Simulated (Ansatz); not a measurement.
## Ansatz 0.2.0, relaxation: EuS

The command:

```bash
ansatz run input.yaml --threads 2 --pin off --max-ram 4096MiB --backend cpu --events-out ev --progress --plain --runs-dir out
```

input.yaml:

```yaml
crystal:
  lattice:
    - [2.9527041, 2.9527041, 5.90540821]
    - [5.90540821, 2.9527041, 2.9527041]
    - [2.9527041, 5.90540821, 2.9527041]
  atoms:
    - { symbol: S, position: [0.25, 0.25, 0.25] }
    - { symbol: S, position: [0.75, 0.75, 0.75] }
    - { symbol: Eu, position: [0.0, 0.0, 0.0] }
    - { symbol: Eu, position: [0.5, 0.5, 0.5] }
kpoints:
  mp_grid: { grid: [6, 6, 6], shift: [0, 0, 0] }
magnetization:
  spin_polarized: true
scf:
  occupations: { method: cold, width: 0.1926 }
  lower_state_search: "off"
hamiltonian:
  pseudopotentials: { kind: paw }
  xc: pbe
  hubbard:
    projectors: all-electron-ortho-atomic
    sites: [{ species: Eu, l: f, u_eff: 4.31 }]
basis:
  ecutwfc: 420
  fft_grid_basis: typed
relax:
  max_steps: 60
  cell: { p_target: 0.0 }
output:
  forces: true
  stress: true
  eigenvalues: true
  bader: true
  populations: true
  elf: true
  write_potential: true
  volumetric_format: npy
  dos:
    e_range: [-12, 8]
    de: 0.05
    projected: { site_lists: { Eu: [Eu], S: [S] } }
  write_density: true
checkpoint:
  read: saved_state
```

Origin of the cell: a database entry, scaled a little.

The saved state is a converged single point of the same cell, with its larger moments on Eu3 up, Eu4 up.

Steps («new basis» is an SCF on plane waves selected anew at the same cell):

| step | ΔF (meV/atom) | max force component (eV/Å) | P (GPa) | volume (Å³) | SCF iterations | step was |
| --- | --- | --- | --- | --- | --- | --- |
| 1 | 0.0 | 0.000 | 1.62 | 102.97 | 27 | accepted |
| 2 | -2.4 | 0.000 | -0.79 | 108.02 | 11 | accepted |
| 3 | -3.7 | 0.000 | -0.04 | 106.32 | 12 | accepted |
| 4 | -4.0 | 0.000 | -0.04 | 106.32 | 16 | new basis |

The starting structure.

Space group Fm-3m (No. 225); the run's cell has a = 7.233 Å, b = 7.233 Å, c = 7.233 Å, α = 33.56°, β = 33.56°, γ = 33.56°. Shortest distances: Eu–S 2.95 Å.

After:

Space group Fm-3m (No. 225); the run's cell has a = 7.309 Å, b = 7.309 Å, c = 7.309 Å, α = 33.56°, β = 33.56°, γ = 33.56°. Shortest distances: Eu–S 2.98 Å.

```yaml
crystal:
  lattice:
    - [2.98375, 2.98375, 5.96831]
    - [5.96831, 2.98375, 2.98375]
    - [2.98375, 5.96831, 2.98375]
  atoms:
    - { symbol: S, position: [0.25000, 0.25000, 0.25000] }
    - { symbol: S, position: [0.75000, 0.75000, 0.75000] }
    - { symbol: Eu, position: [0.00000, 0.00000, 0.00000] }
    - { symbol: Eu, position: [0.50000, 0.50000, 0.50000] }
```

- Free energy lowered by: 4.0 meV/atom
- Volume change: 3.25 %
- Final pressure: -0.04 GPa
- Relaxation steps listed: 4
- Gap on the mesh: 0.30 eV
- Site moments at the end (small spheres, which read low): Eu3 +6.9, Eu4 +6.9 μB
- Total moment: 14.00 μB

Caveats: no spin-orbit coupling, though heavy elements are present; the magnetic state was chosen at the start cell and may not be the lowest after relaxing; the relaxation held the start's symmetry, so the end may be a saddle point; wide smearing.

Time: 48 s on 2 threads of Intel(R) Xeon(R) 6975P-C (Granite Rapids), on a shared host, peak memory 0.74 GiB, from a saved density.
